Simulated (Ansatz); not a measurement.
Crystal: NaCl.

```
Cl Na
1.0
     3.50219    0.00000    0.00000
     0.00000    3.50219    0.00000
     0.00000    0.00000    3.50219
Cl Na
1 1
Direct
  0.50000 0.50000 0.50000
  0.00000 0.00000 0.00000
```

Measurements of this composition are mostly on another form, of space group No. 225.

Base run:

- Program: Ansatz 0.2.0
- Functional: BLYP
- Potentials or basis: all-electron LAPW, scalar-relativistic
- Cutoff: 141 eV (chosen from the basis error)
- Basis error allowed: 0.001 eV/atom
- k mesh: 8 × 8 × 8
- Occupations: fermi-dirac, width 0.05 eV
- Spin: no spin polarisation

Its results: band gap on the k mesh 4.03 eV, indirect (least direct gap 4.52 eV); pressure 1.2 GPa.

After a change of settings the same cell gave: band gap on the k mesh 3.60 eV, indirect (least direct gap 4.11 eV); pressure -3.1 GPa. Which change was it?
A. functional from BLYP to PBE; occupations from fermi-dirac, width 0.05 eV to gaussian, width 0.019 eV
B. functional from BLYP to LDA
C. functional from BLYP to RPBE

B.

LDA binds more tightly than BLYP, so the same cell stands under less pressure.
